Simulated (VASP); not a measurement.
A run of VASP 6.6.1 is set up as follows.

The input INCAR:

```
SYSTEM = C
AGGAC = 0.0 ; ALGO = Normal
EDIFF = 1E-6 ; EDIFFG = -0.005
ENCUT = 600 ; GGA = BO
IBRION = 2 ; ISIF = 3
ISMEAR = -1 ; LASPH = .True.
LCHARG = .False. ; LREAL = .False.
LUSE_VDW = .True. ; LWAVE = .False.
NELM = 80 ; NSW = 60
PARAM1 = 0.1833333333 ; PARAM2 = 0.22
PREC = Accurate ; SIGMA = 0.05
```

Contents of KPOINTS:

```
k-points
0
Gamma
  13 13 13
  0 0 0
```

Contents of POSCAR:

```
C
1.0
    0.0000000000      1.7833700000      1.7833700000
    1.7833700000      0.0000000000      1.7833700000
    1.7833700000      1.7833700000      0.0000000000
C
2
Direct
    0.7500000000      0.7500000000      0.7500000000
    0.5000000000      0.5000000000      0.5000000000
```

Potentials or basis: VASP PAW PBE potentials, release 64 (C).

Run with:

```sh
$ cat potpaw_PBE.64/C/POTCAR > POTCAR
$ mpirun -np 1 vasp_std > vasp.out
```

(1) Predict the band gap on the k mesh.

(2) Predict the space group after relaxing (to 0.05 Å).

(3) What does it give for the relaxed cell?

(4) Predict the relaxed volume.

Answers

(1) 4.31 eV, indirect (least direct gap 5.67 eV).

(2) Fd-3m (No. 227).

(3) a = 2.528 Å, b = 2.528 Å, c = 2.528 Å, α = 60.00°, β = 60.00°, γ = 60.00°.

(4) 5.71 Å³/atom.

Caveat: the PAW data sets were made with another functional, which shifts forces and pressure a little; an odd mesh through Γ misses points on the zone boundary, where band edges often lie.

The cell as given is a measured one (5.67 Å³/atom); optB88-vdW puts the equilibrium volume +0.7 % from it, thermal expansion not counted.
